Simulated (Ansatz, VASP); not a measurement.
## CdS (Hawleyite): VASP beside Ansatz

```
CELL_PARAMETERS angstrom
0.00000 2.91650 2.91650
2.91650 0.00000 2.91650
2.91650 2.91650 0.00000
ATOMIC_POSITIONS crystal
Cd 0.00000 0.00000 0.00000
S 0.75000 0.75000 0.75000
```

Alike in both runs: task relaxation of cell and atoms; functional PBE; dispersion D3(BJ); k mesh 8 × 8 × 8; occupations fermi-dirac, width 0.05 eV; no spin polarisation.

|  | VASP | Ansatz |
| --- | --- | --- |
| version | VASP 6.6.1 | Ansatz 0.2.0 |
| potentials or method | VASP PAW PBE potentials, release 64 (Cd, S), cutoff 600 eV | all-electron LAPW, scalar-relativistic |

Ansatz gave:

```
relaxed volume (Å³/atom)                                     : 25.07
relaxed cell length with the largest relative difference (Å) : 4.139
energy change over the relaxation (meV/atom)                 : -1
```

Problem. Estimate VASP's values.

Solution. Relaxed volume (Å³/atom): 25.19; relaxed cell length with the largest relative difference (Å): 4.146; energy change over the relaxation (meV/atom): -1.

Ansatz ran all-electron here, so the differences hold the error of VASP's frozen core and of both bases.

Zero-point motion and thermal expansion aren't in these numbers.
